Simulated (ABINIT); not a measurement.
# Ge (Fd-3m) in ABINIT: further runs

The runs below take Ge through band structure, with AM05, rPW86PBE, RPBE, OLYP.

Everything below comes from runs of ABINIT 10.8.3 (patched build). Logs are shortened: lines on timing, memory, paths and dates and some standing lists are left out, and cuts for length are marked. The log counts tension as positive stress, the text compression.

**The experiment to reproduce.**

“Electronic and optical properties of SixGe1-x-ySny alloys lattice-matched to Ge”, 2021, arxiv:2109.02782 reports, for a bulk crystal of Ge at 300 K: band gap 0.807 eV (direct).

“Temperature-dependent photoluminescence in Ge: experiment and theory”, 2020, arxiv:2003.00143 reports, for a bulk crystal of Ge at 0 K: band gap 0.744 eV (indirect).

The runs below are set against these values where they give the same quantity.

## 1. The crystal as given

The structure is cubic, space group Fd-3m (No. 227). Conventional cell: a = 5.658 Å, b = 5.658 Å, c = 5.658 Å, α = 90.00°, β = 90.00°, γ = 90.00°. Around Ge (site symmetry -43m) lie 4 Ge at 2.45 Å.

## 2. Band structure, AM05

Contents of run.abi:

```
ndtset 2

pp_dirpath "./"
pseudos "Ge.upf"

acell 7.5601949712 7.5601949712 7.5601949712
rprim
     0.0000000000     0.7071067812     0.7071067812
     0.7071067812     0.0000000000     0.7071067812
     0.7071067812     0.7071067812     0.0000000000
ntypat 1
znucl 32
natom 2
typat 1 1
xred
     0.7500000000     0.7500000000     0.7500000000
     0.5000000000     0.5000000000     0.5000000000

ecut 39.0

ixc -120135

occopt 3
tsmear 0.05 eV

nstep 100

iomode 3
prtwf 0
prteig 0
prtebands 0
prtden1 1

kptopt1 1
ngkpt1 8 8 8
nshiftk1 1
shiftk1 0.0 0.0 0.0
nband1 18
tolvrs1 1.0e-10

iscf2 -2
getden2 1
nband2 22
nbdbuf2 2
tolwfr2 1.0e-12
kptopt2 -9
ndivsm2 6
prteig2 1
prtvol2 -3
kptbounds2
     0.0000000000     0.0000000000     0.0000000000
     0.5000000000     0.0000000000     0.5000000000
     0.5000000000     0.2500000000     0.7500000000
     0.3750000000     0.3750000000     0.7500000000
     0.0000000000     0.0000000000     0.0000000000
     0.5000000000     0.5000000000     0.5000000000
     0.6250000000     0.2500000000     0.6250000000
     0.5000000000     0.2500000000     0.7500000000
     0.5000000000     0.5000000000     0.5000000000
     0.3750000000     0.3750000000     0.7500000000
```

Potentials or basis: PseudoDojo NC SR PBEsol v0.4.1 standard.

Run with:

```sh
abinit run.abi > log 2>&1
```

run.abo:

```text
.Version 10.8.3 of ABINIT
 DATASET    1 : space group Fd -3 m (#227); Bravais cF (face-center cubic)
================================================================================
 Values of the parameters that define the memory need for DATASET  1.
     intxc =       0    ionmov =       0      iscf =       7    lmnmax =       6
     lnmax =       6     mgfft =      45  mpssoang =       3    mqgrid =    3001
     natom =       2  nloc_mem =       1    nspden =       1   nspinor =       1
    nsppol =       1      nsym =      48    n1xccc =    2501    ntypat =       1
    occopt =       3   xclevel =       2
       mpw =        3584          nfft =       91125          nkpt =          29
================================================================================
================================================================================

 DATASET    2 : space group Fd -3 m (#227); Bravais cF (face-center cubic)
================================================================================
 Values of the parameters that define the memory need for DATASET  2.
     intxc =       0    ionmov =       0      iscf =      -2    lmnmax =       6
     lnmax =       6     mgfft =      45  mpssoang =       3    mqgrid =    3001
     natom =       2  nloc_mem =       1    nspden =       1   nspinor =       1
    nsppol =       1      nsym =      48    n1xccc =    2501    ntypat =       1
    occopt =       3   xclevel =       2
       mpw =        3581          nfft =       91125          nkpt =         103
================================================================================
================================================================================

--------------------------------------------------------------------------------
------------- Echo of variables that govern the present computation ------------
--------------------------------------------------------------------------------
 -outvars: echo values of preprocessed input variables --------
            acell      7.5601949712E+00  7.5601949712E+00  7.5601949712E+00 Bohr
              amu      7.26100000E+01
             ecut      3.90000000E+01 Hartree
           getden1          0
           getden2          1
             iscf1          7
             iscf2         -2
              ixc     -120135
           jdtset        1    2
           kptopt1          1
           kptopt2         -9
         kptrlatt        8    0    0      0    8    0      0    0    8
          kptrlen1     6.04815598E+01
          kptrlen2     3.00000000E+01
            natom           2
            nband1         18
            nband2         22
           nbdbuf1          0
           nbdbuf2          2
           ndtset           2
           ndivsm1          0
           ndivsm2          6
            ngfft          45      45      45
             nkpt1         29
             nkpt2        103
            nstep         100
             nsym          48
           ntypat           1
           occopt           3
        prtebands           0
           prteig1          0
           prteig2          1
           prtvol1          0
           prtvol2         -3
            prtwf           0
            rprim      0.0000000000E+00  7.0710678120E-01  7.0710678120E-01
                       7.0710678120E-01  0.0000000000E+00  7.0710678120E-01
                       7.0710678120E-01  7.0710678120E-01  0.0000000000E+00
           shiftk1     0.00000000E+00  0.00000000E+00  0.00000000E+00
           shiftk2     5.00000000E-01  5.00000000E-01  5.00000000E-01
          spgroup         227
           tolvrs1     1.00000000E-10
           tolvrs2     0.00000000E+00
           tolwfr1     0.00000000E+00
           tolwfr2     1.00000000E-12
           tsmear      1.83746611E-03 Hartree
            typat      1  1
           xangst      4.2433649972E+00  4.2433649972E+00  4.2433649972E+00
                       2.8289099981E+00  2.8289099981E+00  2.8289099981E+00
            xcart      8.0187976970E+00  8.0187976970E+00  8.0187976970E+00
                       5.3458651313E+00  5.3458651313E+00  5.3458651313E+00
             xred      7.5000000000E-01  7.5000000000E-01  7.5000000000E-01
                       5.0000000000E-01  5.0000000000E-01  5.0000000000E-01
            znucl       32.00000

================================================================================
[... 8 lines left out ...]
--- !DatasetInfo
iteration_state: {dtset: 1, }
dimensions: {natom: 2, nkpt: 29, mband: 18, nsppol: 1, nspinor: 1, nspden: 1, mpw: 3584, }
[... 157 lines left out ...]
meta: {optdriver: 0, ionmov: 0, optcell: 0, iscf: -2, paral_kgb: 0, }
...

 mkfilename : getden/=0, take file _DEN from output of DATASET   1.

 Real(R)+Recip(G) space primitive vectors, cartesian coordinates (Bohr,Bohr^-1):
 R(1)=  0.0000000  5.3458651  5.3458651  G(1)= -0.0935302  0.0935302  0.0935302
 R(2)=  5.3458651  0.0000000  5.3458651  G(2)=  0.0935302 -0.0935302  0.0935302
 R(3)=  5.3458651  5.3458651  0.0000000  G(3)=  0.0935302  0.0935302 -0.0935302
 Unit cell volume ucvol=  3.0555120E+02 bohr^3
 Angles (23,13,12)=  6.00000000E+01  6.00000000E+01  6.00000000E+01 degrees

 getcut: wavevector=  0.0000  0.0000  0.0000  ngfft=  45  45  45
         ecut(hartree)=     39.000   => boxcut(ratio)=   2.07025
--------------------------------------------------------------------------------

================================================================================
 Non-SCF case, kpt    1 (  0.00000  0.00000  0.00000), residuals and eigenvalues=
  3.03E-13  3.37E-13  3.66E-13  3.63E-13  2.91E-13  6.01E-13  2.23E-13  4.52E-13
  3.48E-13  7.98E-13  4.25E-13  7.15E-13  1.70E-13  2.92E-13  3.36E-13  2.53E-13
  2.70E-13  2.82E-13  7.48E-13  7.12E-13  1.10E-10  8.40E-13
 -7.6621E-01 -7.6621E-01 -7.6621E-01 -7.6494E-01 -7.6494E-01 -7.5711E-01
 -7.5711E-01 -7.5711E-01 -7.5667E-01 -7.5667E-01 -3.2389E-01  1.4558E-01
  1.4576E-01  1.4576E-01  1.4576E-01  2.3936E-01  2.3936E-01  2.3936E-01
  3.8212E-01  4.9280E-01  4.9280E-01  5.4331E-01
 Non-SCF case, kpt    2 (  0.02941  0.00000  0.02941), residuals and eigenvalues=
  8.15E-13  5.32E-13  7.17E-13  2.64E-13  6.30E-13  9.63E-13  3.01E-13  9.92E-13
  3.96E-13  4.41E-13  8.24E-13  6.30E-13  5.44E-13  6.88E-13  3.26E-13  6.41E-13
  2.56E-13  6.25E-13  8.59E-13  3.09E-13  8.04E-13  9.43E-08
 -7.6624E-01 -7.6622E-01 -7.6622E-01 -7.6492E-01 -7.6487E-01 -7.5726E-01
 -7.5709E-01 -7.5709E-01 -7.5668E-01 -7.5656E-01 -3.2337E-01  1.2484E-01
[... 796 lines left out ...]
  8.73E-13  6.07E-13  2.33E-13  8.18E-13  8.92E-13  2.28E-13  4.91E-13  9.86E-13
  5.70E-13  6.04E-13  6.90E-13  2.78E-13  1.12E-09  5.21E-08
 -7.6811E-01 -7.6750E-01 -7.6426E-01 -7.6170E-01 -7.6133E-01 -7.6096E-01
 -7.6027E-01 -7.5858E-01 -7.5509E-01 -7.5454E-01 -2.0453E-01 -1.5325E-01
 -1.4910E-02  5.2555E-02  1.9146E-01  3.1458E-01  3.9332E-01  4.0343E-01
  4.4222E-01  4.9929E-01  6.4145E-01  6.7186E-01
 Non-SCF case, kpt  103 (  0.37500  0.37500  0.75000), residuals and eigenvalues=
  4.06E-13  9.24E-13  4.64E-13  6.93E-13  5.65E-13  7.25E-13  3.52E-13  3.90E-13
  8.93E-13  2.16E-13  3.58E-13  8.64E-13  1.38E-13  3.32E-13  2.14E-13  1.60E-13
  7.87E-13  2.51E-13  5.44E-13  6.52E-13  1.24E-08  3.39E-06
 -7.6809E-01 -7.6750E-01 -7.6424E-01 -7.6207E-01 -7.6113E-01 -7.6062E-01
 -7.6044E-01 -7.5860E-01 -7.5508E-01 -7.5455E-01 -1.9849E-01 -1.5947E-01
 -1.3475E-02  4.8959E-02  1.8817E-01  2.9571E-01  4.1045E-01  4.1661E-01
  4.4634E-01  5.0625E-01  6.4442E-01  6.8881E-01

--- !ResultsGS
iteration_state: {dtset: 2, }
comment   : Summary of ground state results
lattice_vectors:
- [  0.0000000,   5.3458651,   5.3458651, ]
- [  5.3458651,   0.0000000,   5.3458651, ]
- [  5.3458651,   5.3458651,   0.0000000, ]
lattice_lengths: [   7.56019,    7.56019,    7.56019, ]
lattice_angles: [ 60.000,  60.000,  60.000, ] # degrees, (23, 13, 12)
lattice_volume:   3.0555120E+02
convergence: {deltae:  0.000E+00, res2:  0.000E+00, residm:  9.993E-13, diffor:  0.000E+00, }
etotal    :  -1.78206480E+02
entropy   :   0.00000000E+00
fermie    :   1.47030356E-01
cartesian_stress_tensor: null
pressure_GPa: null
xred      :
- [  7.5000E-01,   7.5000E-01,   7.5000E-01, Ge]
- [  5.0000E-01,   5.0000E-01,   5.0000E-01, Ge]
cartesian_forces: null
force_length_stats: {min: null, max: null, mean: null, }
...

 Integrated electronic density in atomic spheres:
 ------------------------------------------------
 Atom  Sphere_radius  Integrated_density
    1        2.00000         11.55993128
    2        2.00000         11.56360245
================================================================================

 ----iterations are completed or convergence reached----

 Mean square residual over all n,k,spin=   51.572E-14; max=  99.929E-14
 reduced coordinates (array xred) for    2 atoms
       0.750000000000      0.750000000000      0.750000000000
       0.500000000000      0.500000000000      0.500000000000

 cartesian coordinates (angstrom) at end:
    1      4.24336499721219     4.24336499721219     4.24336499721219
    2      2.82890999814146     2.82890999814146     2.82890999814146
 length scales=  7.560194971200  7.560194971200  7.560194971200 bohr
              =  4.000682886028  4.000682886028  4.000682886028 angstroms
 Eigenvalues (hartree) for nkpt= 103  k points:
 kpt#   1, nband= 22, wtk=  1.00000, kpt=  0.0000  0.0000  0.0000 (reduced coord)
  -0.76621   -0.76621   -0.76621   -0.76494   -0.76494   -0.75711   -0.75711   -0.75711
  -0.75667   -0.75667   -0.32389    0.14558    0.14576    0.14576    0.14576    0.23936
   0.23936    0.23936    0.38212    0.49280    0.49280    0.54331
 kpt#   2, nband= 22, wtk=  1.00000, kpt=  0.0294  0.0000  0.0294 (reduced coord)
  -0.76624   -0.76622   -0.76622   -0.76492   -0.76487   -0.75726   -0.75709   -0.75709
  -0.75668   -0.75656   -0.32337    0.12484    0.14315    0.14315    0.16632    0.23760
   0.24262    0.24262    0.38505    0.48266    0.49335    0.54438
 kpt#   3, nband= 22, wtk=  1.00000, kpt=  0.0588  0.0000  0.0588 (reduced coord)
  -0.76632   -0.76626   -0.76626   -0.76486   -0.76470   -0.75755   -0.75704   -0.75704
  -0.75673   -0.75638   -0.32182    0.10399    0.13626    0.13626    0.18654    0.23277
   0.25149    0.25149    0.39341    0.46251    0.49497    0.54759
 kpt#   4, nband= 22, wtk=  1.00000, kpt=  0.0882  0.0000  0.0882 (reduced coord)
  -0.76641   -0.76632   -0.76632   -0.76477   -0.76444   -0.75791   -0.75695   -0.75695
  -0.75682   -0.75623   -0.31923    0.08322    0.12684    0.12684    0.20589    0.22580
   0.26417    0.26417    0.40622    0.44098    0.49769    0.55295
 kpt#   5, nband= 22, wtk=  1.00000, kpt=  0.1176  0.0000  0.1176 (reduced coord)
[... 381 lines left out ...]
  -0.75517   -0.75463   -0.21994   -0.14025   -0.00672    0.06220    0.20011    0.33475
   0.36486    0.36758    0.45362    0.50162    0.58913    0.65127
 kpt# 101, nband= 22, wtk=  1.00000, kpt=  0.4000  0.4000  0.7000 (reduced coord)
  -0.76810   -0.76748   -0.76433   -0.76163   -0.76151   -0.76109   -0.76001   -0.75852
  -0.75512   -0.75456   -0.21227   -0.14611   -0.01281    0.05701    0.19558    0.33287
   0.37074    0.38633    0.44673    0.49842    0.61898    0.66002
 kpt# 102, nband= 22, wtk=  1.00000, kpt=  0.3875  0.3875  0.7250 (reduced coord)
  -0.76811   -0.76750   -0.76426   -0.76170   -0.76133   -0.76096   -0.76027   -0.75858
  -0.75509   -0.75454   -0.20453   -0.15325   -0.01491    0.05255    0.19146    0.31458
   0.39332    0.40343    0.44222    0.49929    0.64145    0.67186
 kpt# 103, nband= 22, wtk=  1.00000, kpt=  0.3750  0.3750  0.7500 (reduced coord)
  -0.76809   -0.76750   -0.76424   -0.76207   -0.76113   -0.76062   -0.76044   -0.75860
  -0.75508   -0.75455   -0.19849   -0.15947   -0.01348    0.04896    0.18817    0.29571
   0.41045    0.41661    0.44634    0.50625    0.64442    0.68881

== END DATASET(S) ==============================================================
================================================================================

 -outvars: echo values of variables after computation  --------
            acell      7.5601949712E+00  7.5601949712E+00  7.5601949712E+00 Bohr
           etotal1    -1.7820647952E+02
            fcart1    -1.0309852673E-28 -2.9119431213E-29  9.9950480108E-29
                       1.0309852673E-28  2.9119431213E-29 -9.9950480108E-29
            rprim      0.0000000000E+00  7.0710678120E-01  7.0710678120E-01
                       7.0710678120E-01  0.0000000000E+00  7.0710678120E-01
                       7.0710678120E-01  7.0710678120E-01  0.0000000000E+00
           strten1    -2.4338090295E-05 -2.4338090295E-05 -2.4338090295E-05
                       0.0000000000E+00  0.0000000000E+00  0.0000000000E+00
           xangst      4.2433649972E+00  4.2433649972E+00  4.2433649972E+00
                       2.8289099981E+00  2.8289099981E+00  2.8289099981E+00
             xred      7.5000000000E-01  7.5000000000E-01  7.5000000000E-01
                       5.0000000000E-01  5.0000000000E-01  5.0000000000E-01
 Calculation completed.
```

Run time: 3 min. Hardware: 1 thread of Arm Neoverse V2, shared host; peak memory 0.2 GiB.

Results:

| Quantity | Value |
| --- | --- |
| Free energy | -4849.2453 eV |
| Pressure | 0.7 GPa |
| Band gap on the k mesh | none (metal or under the smearing width) |
| Valence electrons inside the program's atomic spheres | Ge 11.56 (radii [1.0584] Å) |

Levels at the corners of the path, in eV from the Fermi level:
| point | band 12 | band 13 | band 14 | band 15 | band 16 | band 17 |
| --- | --- | --- | --- | --- | --- | --- |
| Γ | -0.04 | -0.03 | -0.03 | -0.03 | 2.51 | 2.51 |
| X | -8.93 | -3.11 | -3.11 | 0.71 | 0.71 | 9.46 |
| W | -8.83 | -3.94 | -3.94 | 4.28 | 4.28 | 4.68 |
| K | -8.34 | -4.37 | -2.67 | 1.12 | 4.05 | 7.17 |
| Γ | -0.04 | -0.03 | -0.03 | -0.03 | 2.51 | 2.51 |
| L | -7.64 | -1.44 | -1.44 | 0.13 | 3.70 | 3.70 |
| U | -8.34 | -4.37 | -2.67 | 1.12 | 4.05 | 7.17 |
| W | -8.83 | -3.94 | -3.94 | 4.28 | 4.28 | 4.68 |
| L | -7.64 | -1.44 | -1.44 | 0.13 | 3.70 | 3.70 |
| K | -8.34 | -4.37 | -2.67 | 1.12 | 4.05 | 7.17 |

Caveat: the potentials were made for another functional, which shifts forces and pressure; this crystal is a semiconductor, whose small gap the functional closes, so the metal is an error of the method.

(Continued in part 2 of 2.)
